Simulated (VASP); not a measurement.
Here is a VASP 6.6.1 calculation.

INCAR

```
SYSTEM = TiB2
  ALGO = Normal
  EDIFF = 1E-7
  ENCUT = 520
  GGA = PS
  ISIF = 2
  ISMEAR = -1
  LASPH = .True.
  LCHARG = .False.
  LREAL = .False.
  LWAVE = .False.
  NBANDS = 16
  NELM = 60
  PREC = Accurate
  SIGMA = 0.05
```

File KPOINTS:

```
k-points
0
Gamma
  10 10 8
  0 0 0
```

The input POSCAR:

```
TiB2
1.0
    3.0292000000      0.0000000000      0.0000000000
   -1.5146000000      2.6233641531      0.0000000000
    0.0000000000      0.0000000000      3.2284000000
Ti B
1 2
Direct
    0.0000000000      0.0000000000      0.0000000000
    0.6666666667      0.3333333333      0.5000000000
    0.3333333333      0.6666666667      0.5000000000
```

Potentials or basis: VASP PAW PBE potentials, release 64 (Ti_sv, B).

The run is started by

```bash
$ cat potpaw_PBE.64/Ti_sv/POTCAR potpaw_PBE.64/B/POTCAR > POTCAR
$ mpirun -np 1 vasp_std > vasp.out
```

Task: What does it give for the pressure?

Result: -4.7 GPa.

Task: Estimate the band gap on the k mesh.

Result: None (metal or under the smearing width).

Stress tensor (GPa, compression positive):
```
-3.94  0.00  0.00
 0.00 -3.94  0.00
 0.00  0.00 -6.25
```

Caveat: the PAW data sets were made with another functional, which shifts forces and pressure a little.
